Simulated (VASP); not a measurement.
# Ge (Fd-3m) in VASP: notebook, part 2 of 2

VASP 6.6.1. Earlier steps stand in the parts before.

## 4. Single point, PBEsol (grid = ENCUT=350 dk=0.6 cell=2x2x1 ISMEAR=0 SIGMA=0.05 LREAL=Auto EDIFF=1e-06)

The input, INCAR:

```
SYSTEM = SnGe7
  PREC = Accurate
  ENCUT = 350
  EDIFF = 1E-6
  ISMEAR = 0
  SIGMA = 0.05
  LREAL = Auto
  LASPH = .True.
  NELM = 120
  ALGO = Fast
  ISIF = 2
  LWAVE = .False.
  LCHARG = .False.
  GGA = PS
  NBANDS = 64
```

The input, KPOINTS:

```
regular mesh
0
Gamma
  4 4 4
  0 0 0
```

The input, POSCAR:

```
SnGe7
1.0
    0.0000000000      5.6578200000      5.6578200000
    5.6578200000      0.0000000000      5.6578200000
    2.8289100000      2.8289100000      0.0000000000
Sn Ge
1 7
Direct
    0.3750000000      0.3750000000      0.7500000000
    0.3750000000      0.8750000000      0.7500000000
    0.8750000000      0.3750000000      0.7500000000
    0.8750000000      0.8750000000      0.7500000000
    0.2500000000      0.2500000000      0.5000000000
    0.2500000000      0.7500000000      0.5000000000
    0.7500000000      0.2500000000      0.5000000000
    0.7500000000      0.7500000000      0.5000000000
```

Potentials or basis: VASP PAW PBE potentials, release 64 (Sn_d, Ge_d).

Run with:

```
> cat potpaw_PBE.64/Sn_d/POTCAR potpaw_PBE.64/Ge_d/POTCAR > POTCAR
> mpirun -np 1 vasp_std > vasp.out
```

OUTCAR:

```text
SYSTEM = SnGe7
   PREC = Accurate
   ENCUT = 350
   EDIFF = 1E-6
   ISMEAR = 0
   LREAL = Auto
   LASPH = .True.
   NELM = 120
   ISIF = 2
   GGA = PS

 Found     21 irreducible k-points:

 Following reciprocal coordinates:
            Coordinates               Weight
  0.000000  0.000000  0.000000      1.000000
  0.250000  0.000000  0.000000      4.000000
  0.500000  0.000000  0.000000      2.000000
  0.250000  0.250000  0.000000      2.000000
  0.500000  0.250000  0.000000      4.000000
 -0.250000  0.250000  0.000000      2.000000
   k-points           NKPTS =     21   k-points in BZ     NKDIM =     21   number of bands    NBANDS=     64
   number of dos      NEDOS =    301   number of ions     NIONS =      8
   total plane-waves  NPLWV =  60000
   dimension x,y,z NGX =    50 NGY =   50 NGZ =   24
   dimension x,y,z NGXF=   100 NGYF=  100 NGZF=   48
   ions per type =               1   7
   NGX,Y,Z   is equivalent  to a cutoff of  10.39, 10.39,  9.97 a.u.
   NGXF,Y,Z  is equivalent  to a cutoff of  20.78, 20.78, 19.95 a.u.
 SYSTEM =  SnGe7
   PREC   = accura    normal or accurate (medium, high low for compatibility)
   ISTART =      0    job   : 0-new  1-cont  2-samecut
   ICHARG =      2    charge: 1-file 2-atom 10-const
   ISPIN  =      1    spin polarized calculation?
   LNONCOLLINEAR =      F non collinear calculations
   LSORBIT =      F    spin-orbit coupling
   LASPH  =      T    aspherical Exc in radial PAW
   ENCUT  =  350.0 eV  25.72 Ry    5.07 a.u.  12.21 12.21  6.10*2*pi/ulx,y,z
   NELM   =    120;   NELMIN=  2; NELMDL= -5     # of ELM steps
   EDIFF  = 0.1E-05   stopping-criterion for ELM
   LREAL  =      T    real-space projection
   EDIFFG = 0.1E-04   stopping-criterion for IOM
   NSW    =      0    number of steps for IOM
   IBRION =     -1    ionic relax: 0-MD 1-quasi-New 2-CG
   NFREE  =      0    steps in history (QN), initial steepest desc. (CG)
   ISIF   =      2    stress and relaxation
   ISYM   =      2    0-nonsym 1-usesym 2-fastsym
   POTIM  = 0.5000    time-step for ionic-motion
   TEBEG  =    0.0;   TEEND  =   0.0 temperature during run
   PSTRESS=    0.0 pullay stress
   NELECT =     112.0000    total number of electrons
   NUPDOWN=      -1.0000    fix difference up-down
   EMIN   =  10.00;   EMAX   =-10.00  energy-range for DOS
   EFERMI =   0.00;   METHOD = LEGACY
   ISMEAR =     0;   SIGMA  =   0.05  broadening in eV -4-tet -1-fermi 0-gaus
   EFERMI_NEDOS =   21; number of points for ismear=-14 and -15
   IALGO  =     68    algorithm
   IMIX   =      4    mixing-type and parameters
     AMIX     =   0.40;   BMIX     =  1.00
     AMIX_MAG =   1.60;   BMIX_MAG =  1.00
  volume/ion in A,a.u.               =      22.64       152.78
  Fermi-wavevector in a.u.,A,eV,Ry     =   1.394756  2.635708 26.468033  1.945346
  Thomas-Fermi vector in A             =   2.518275
   LORBIT       =      0    0 simple, 1 ext, 2 COOP (PROOUT), +10 PAW based schemes
   GGA     = PS    functional components
   LHFCALC =     F    Hartree Fock is set to
   AEXX    =    0.0000 exact exchange contribution
   IVDW    =     0    specifies the selected vdW correction
   LEPSILON=     F    determine dielectric tensor
   LRPA    =     F    only Hartree local field effects (RPA)
 non-spin polarized calculation
 RMM-DIIS sequential band-by-band and
 Gauss-broadening in eV      SIGMA  =   0.05
  energy-cutoff  :      350.00
  volume of cell :      181.11
 maximum number of plane-waves:      2712
 NGX is ok and might be reduce to    50
   NGX = 25   NGY = 25   NGZ = 13

 number of electron     111.9999993 magnetization

 Free energy of the ion-electron system (eV)
  ---------------------------------------------------
  ext. energy  EPLUGINS =         0.00000000
  ---------------------------------------------------
  free energy    TOTEN  =       -37.89279075 eV

  energy without entropy =      -37.89121931  energy(sigma->0) =      -37.89200503

 E-fermi :   5.6160     XC(G=0): -10.2398

 val. band max:        5.6092363366   @ k =   0.0000   0.0000   0.5000
 cond. band min:       5.6342865053   @ k =   0.0000   0.0000   0.0000
 fundamental gap:      0.0250501687
 Fermi energy:         5.6160137242

 k-point     1 :       0.0000    0.0000    0.0000
  band No.  band energies     occupation
      1     -19.2253      2.00000
      2     -19.2242      2.00000
      3     -19.2164      2.00000
      4     -19.2152      2.00000
      5     -19.2094      2.00000
      6     -19.2013      2.00000
[... 56 lines left out ...]
     63       8.0994      0.00000
     64       8.1039      0.00000

 k-point     2 :       0.2500    0.0000    0.0000
  band No.  band energies     occupation
      1     -19.2313      2.00000
      2     -19.2238      2.00000
      3     -19.2232      2.00000
      4     -19.2167      2.00000
      5     -19.2106      2.00000
      6     -19.2051      2.00000
[... 56 lines left out ...]
     63       8.5822      0.00000
     64       9.0347      0.00000

 k-point     3 :       0.5000    0.0000    0.0000
  band No.  band energies     occupation
      1     -19.2363      2.00000
      2     -19.2292      2.00000
      3     -19.2232      2.00000
      4     -19.2169      2.00000
      5     -19.2112      2.00000
      6     -19.2087      2.00000
[... 56 lines left out ...]
     63       9.2773      0.00000
     64       9.3091      0.00000

 k-point     4 :       0.2500    0.2500    0.0000
  band No.  band energies     occupation
      1     -19.2283      2.00000
      2     -19.2226      2.00000
      3     -19.2196      2.00000
      4     -19.2190      2.00000
      5     -19.2164      2.00000
      6     -19.2060      2.00000
[... 56 lines left out ...]
     63       9.2657      0.00000
     64       9.3438      0.00000

 k-point     5 :       0.5000    0.2500    0.0000
  band No.  band energies     occupation
      1     -19.2353      2.00000
      2     -19.2250      2.00000
      3     -19.2230      2.00000
      4     -19.2181      2.00000
      5     -19.2158      2.00000
      6     -19.2102      2.00000
[... 56 lines left out ...]
     63       9.3227      0.00000
     64       9.5150      0.00000

 k-point     6 :      -0.2500    0.2500    0.0000
  band No.  band energies     occupation
      1     -19.2373      2.00000
      2     -19.2268      2.00000
      3     -19.2240      2.00000
      4     -19.2140      2.00000
      5     -19.2136      2.00000
      6     -19.2109      2.00000
[... 56 lines left out ...]
     63       8.8307      0.00000
     64       8.9851      0.00000

 [... further k-points ...]

------------------------ aborting loop because EDIFF is reached ----------------------------------------

  FORCE on cell =-STRESS in cart. coord.  units (eV):
  Direction    XX          YY          ZZ          XY          YZ          ZX
  --------------------------------------------------------------------------------------
  -------------------------------------------------------------------------------------
  Total        6.9478459      6.9478459      5.9489231      0.6810516      0.0000000      0.0000000
  in kB       61.4629470     61.4629470     52.6261450      6.0248084      0.0000000      0.0000000
  external PRESSURE =      58.5173463 kB  Pullay stress =       0.0000000 kB

 VOLUME and BASIS-vectors are now :
 -----------------------------------------------------------------------------
  energy-cutoff  :      350.00
  volume of cell :      181.11
      direct lattice vectors                 reciprocal lattice vectors
     0.000000000  5.657820000  5.657820000    -0.088373260  0.088373260  0.088373260
     5.657820000  0.000000000  5.657820000     0.088373260 -0.088373260  0.088373260
     2.828910000  2.828910000  0.000000000     0.176746521  0.176746521 -0.176746521

 POSITION                                       TOTAL-FORCE (eV/Angst)
 -----------------------------------------------------------------------------------
      4.24336      4.24336      4.24336         0.000000     -0.000000     -0.093306
      7.07227      4.24336      7.07227         0.078712     -0.078712     -0.007991
      4.24336      7.07227      7.07227        -0.078712      0.078712     -0.007991
      7.07227      7.07227      9.90118         0.000000     -0.000000      0.070425
      2.82891      2.82891      2.82891        -0.000000     -0.000000     -1.788868
      5.65782      2.82891      5.65782         0.903012     -0.903012      0.906612
      2.82891      5.65782      5.65782        -0.903012      0.903012      0.906612
      5.65782      5.65782      8.48673         0.000000     -0.000000      0.014507
 -----------------------------------------------------------------------------------
    total drift:                                0.000015      0.000015     -0.000643

  FREE ENERGIE OF THE ION-ELECTRON SYSTEM (eV)
  ---------------------------------------------------
  free  energy   TOTEN  =       -37.8927907524 eV

  energy  without entropy=      -37.8912193142  energy(sigma->0) =      -37.89200503
```

It took 4.2 min on 1 thread of Intel Xeon Platinum 8488C (Sapphire Rapids), shared host; peak memory 0.27 GiB.

The run converged, but some of its settings lie outside the range that counts as converged, so its numbers aren't taken as properties of the crystal.

What came out:

```yaml
Free_energy: -37.8928 eV
Largest_force: 1.789 eV/Å
Band_gap_on_the_k_mesh: none (metal or under the smearing width)
```

Caveat: the k mesh is coarse (spacing up to 0.48 Å⁻¹), so the values aren't converged; the cutoff is under 1.25 times the usual one of these potentials, so pressure, stress and relaxed cells hold a basis-set (Pulay) error; the PAW data sets were made with another functional, which shifts forces and pressure a little.

## 5. The reference run

An earlier run on the cell as given: functional PBEsol; potentials or basis VASP PAW PBE potentials, release 64 (Ge_d); cutoff 520 eV; k mesh 8 × 8 × 8; occupations fermi-dirac, width 0.05 eV; no spin polarisation.

- Pressure: 0.5 GPa
- Band gap on the k mesh: none (metal or under the smearing width)
